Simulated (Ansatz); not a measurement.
Computed with DFT PBE, scalar-relativistic, plane waves, PAW in Ansatz. Cutoff 420 eV, Γ-centred meshes of about 0.25 Å⁻¹ or finer for metals and 0.3 Å⁻¹ for insulators (2π included), Gaussian smearing. Collinear spin where magnetic atoms keep a moment.

These are static total energies at zero pressure.

Two forms of CoH3 were relaxed alike.

1. (ferromagnetic moments up to 0.9 μB)

```
CELL_PARAMETERS angstrom
5.01740 0.00000 0.00000
-2.50870 4.34520 0.00000
0.00000 0.00000 4.43527
ATOMIC_POSITIONS crystal
Co 0.00000 0.00000 0.00000
Co 0.00000 0.00000 0.50000
H 0.76239 0.00000 0.75000
H 0.00000 0.76239 0.75000
H 0.23761 0.23761 0.75000
H 0.23761 0.00000 0.25000
H 0.00000 0.23761 0.25000
H 0.76239 0.76239 0.25000
```

2. (ferromagnetic moments up to 1.5 μB)

```
CELL_PARAMETERS angstrom
1.73727 -1.73854 0.00000
1.73727 1.73854 0.00000
0.00000 0.00000 7.92043
ATOMIC_POSITIONS crystal
Co 0.00000 0.00000 0.50000
H 0.10746 0.10746 0.00000
H 0.89254 0.89254 0.00000
H 0.50000 0.50000 0.50000
```

Task: Which would you expect to be lower, and how large is the difference?

Result: Cell 2 is lower, by 17 meV/atom. Cell 1 has space group P6_3/mcm (No. 193), 12.1 Å³/atom and no gap on its mesh; cell 2 has space group Cmmm (No. 65), 12.0 Å³/atom and no gap. Counting H atoms around Co (those within 1.25 times the shortest such distance or 1.15 times the sum of covalent radii, 1.27 where that leaves under three), cell 1 has Co 6 and cell 2 has Co 4. Cell 2 holds H–H pairs as short as in free H₂ molecules (shortest 0.75 Å); in cell 1 the shortest H–H distance is 2.06 Å. Even the lower one lies +0.35 eV/atom against the reference forms of the elements (uncorrected), so neither is stable at this level. In cell 1, around Co lie 6 H at 1.63 Å and 2 Co at 2.22 Å; around H lie 2 Co at 1.63 Å. In cell 2, Co is surrounded by 4 H at 1.74 Å; H on a site of symmetry 2mm has 1 H at 0.75 Å; around H on a site of symmetry mmm lie 4 Co at 1.74 Å. Both come from trial cells of a structure search, whose lowest cell (P6_3/m, 5.2 Å³/atom) lies 203 meV/atom below the lower of the two.

For metals, differences of a few meV/atom aren't resolved. No dispersion correction is applied, so the spacing and binding between layers, chains or molecules are poorly described (P6_3/mcm, Cmmm), and this can change margins and order among such cells. With hydrogen, zero-point motion can shift such differences by 10 meV/atom or more. The magnetic state reached may not be the lowest. Cells relaxed within their symmetry can be saddle points. Some structure types and database cells were kept out of the candidates from the start, so a known form may be missing.
